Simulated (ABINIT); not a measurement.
A run of ABINIT 10.8.3 (patched build) is set up as follows.

The input run.abi:

```
# Datasets: one volume each
ndtset 7
getwfk -1
scalecart1 3*0.9795861087
scalecart2 3*0.9864848297
scalecart3 3*0.9932883884
scalecart4 3*1.0000000000
scalecart5 3*1.0066227096
scalecart6 3*1.0131594038
scalecart7 3*1.0196128224

# Pseudopotentials
pp_dirpath "./"
pseudos "Ir.upf"

# Structure
acell 5.1193956283 5.1193956283 5.1193956283
rprim
     0.0000000000     0.7071067812     0.7071067812
     0.7071067812     0.0000000000     0.7071067812
     0.7071067812     0.7071067812     0.0000000000
ntypat 1
znucl 77
natom 1
typat 1
xred
     0.0000000000     0.0000000000     0.0000000000

# Plane-wave basis
ecut 28.0

# k points
kptopt 1
ngkpt 12 12 12
nshiftk 1
shiftk 0.0 0.0 0.0

# Exchange and correlation
ixc 7

# Bands and occupations
nband 13
occopt 3
tsmear 0.05 eV

# SCF cycle
nstep 100
tolvrs 1.0e-10

# Output
iomode 3
prtwf 1
prtden 0
prteig 0
prtebands 0
enunit 2
```

Potentials or basis: PseudoDojo NC SR LDA v0.4 stringent.

Run with:

```sh
$ abinit run.abi > log 2>&1
```

(1) What does it give for the equilibrium volume?

(2) Estimate the bulk modulus.

(3) What does it give for the pressure derivative of the bulk modulus?

Results:

(1) 13.79 Å³/atom.

(2) 408 GPa.

(3) 5.1.

Caveat: pressures at fixed basis lie under the slope of the energies.
